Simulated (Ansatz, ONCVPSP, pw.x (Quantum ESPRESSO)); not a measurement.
**pw.x on fcc W: one setting changed**

Potential: optimised norm-conserving Vanderbilt (ONCV), ONCVPSP 4.0.1.1 (patched build), PBE; core [Kr] 4d10 4f14, reference 5s2 5p6 5d4 6s2; waves: 5s+6s: rc 2.00 bohr, ncon 4, nbas 8, qcut 5.8 1/bohr, 2 projectors; 5p: rc 1.60 bohr, ncon 4, nbas 8, qcut 7.3 1/bohr, 2 projectors, debl 2.7 Ha; 5d: rc 3.38 bohr, ncon 4, nbas 8, qcut 4.5 1/bohr, 2 projectors, debl 2.6 Ha; local part: polynomial inside 1.25 bohr (lpopt 5, dvloc0 1 Ha); core correction: polynomial model core, fcfact 0.5.

The reference run (k-mesh 14³, cutoffs 60/240 Ry, Fermi–Dirac 0.01 Ry, mixing_beta 0.4, conv_thr 1e-9, no spin) gives -3.02 GPa at 16.478 Å³/atom, where all-electron LAPW gives -0.06 GPa. This run, with its own iteration cap, changes k-mesh points per axis to 20.

```
&control
  calculation='scf', prefix='x', pseudo_dir='./', outdir='./tmp', tstress=.true., disk_io='none'
/
&system
  ibrav=0, nat=1, ntyp=1, ecutwfc=60, ecutrho=240, nbnd=15,
  occupations='smearing', smearing='fd', degauss=0.01
/
&electrons
  conv_thr=1e-09, mixing_beta=0.4, electron_maxstep=50
/
ATOMIC_SPECIES
W 1.0 W.UPF
CELL_PARAMETERS angstrom
  0.00000000 2.01972156 2.01972156
  2.01972156 0.00000000 2.01972156
  2.01972156 2.01972156 0.00000000
ATOMIC_POSITIONS crystal
W 0.0000 0.0000 0.0000
K_POINTS automatic
20 20 20 0 0 0
```

```bash
pw.x < W.scf.in > W.scf.out
```

Q: How does the run end?

A: It converges in 7 iterations; the free energy moves by +1.2 meV/atom and the pressure by -0.05 GPa.

```
Message from routine setup:
     using ibrav=0 with symmetry is DISCOURAGED, use correct ibrav instead
     lattice parameter (alat)  =       5.3977  a.u.
     unit-cell volume          =     111.1991 (a.u.)^3
     number of electrons       =        14.00
     number of Kohn-Sham states=           15
     kinetic-energy cutoff     =      60.0000  Ry
     charge density cutoff     =     240.0000  Ry
     scf convergence threshold =      1.0E-09
     Exchange-correlation= PBE
     number of k points=   256  Fermi-Dirac smearing, width (Ry)=  0.0100
     iteration #  1     ecut=    60.00 Ry     beta= 0.40
     total energy              =    -164.85497288 Ry
     estimated scf accuracy    <       0.03014876 Ry
     iteration #  2     ecut=    60.00 Ry     beta= 0.40
     total energy              =    -164.85417133 Ry
     estimated scf accuracy    <       0.00608414 Ry
     iteration #  3     ecut=    60.00 Ry     beta= 0.40
     total energy              =    -164.85481398 Ry
     estimated scf accuracy    <       0.00021276 Ry
     iteration #  4     ecut=    60.00 Ry     beta= 0.40
     total energy              =    -164.85483093 Ry
     estimated scf accuracy    <       0.00000185 Ry
     iteration #  5     ecut=    60.00 Ry     beta= 0.40
     total energy              =    -164.85483180 Ry
     estimated scf accuracy    <       0.00000029 Ry
     iteration #  6     ecut=    60.00 Ry     beta= 0.40
     total energy              =    -164.85483185 Ry
     estimated scf accuracy    <          1.7E-09 Ry
     iteration #  7     ecut=    60.00 Ry     beta= 0.40
     the Fermi energy is    21.5202 ev
!    total energy              =    -164.85483185 Ry
     estimated scf accuracy    <          2.7E-10 Ry
     smearing contrib. (-TS)   =      -0.00541330 Ry
     The total energy is F=E-TS. E is the sum of the following terms:
     one-electron contribution =     -14.46094054 Ry
     hartree contribution      =      15.68267579 Ry
     xc contribution           =     -48.34797443 Ry
     ewald contribution        =    -117.72317937 Ry
     convergence has been achieved in   7 iterations
          total   stress  (Ry/bohr**3)                   (kbar)     P=      -30.74
     Message from routine punch:
     Nothing written, as per user request (disk_io='none')
```

The run took about 41 s on one core of a shared host (Neoverse-V2, 96 threads, 742 GiB, load 72).
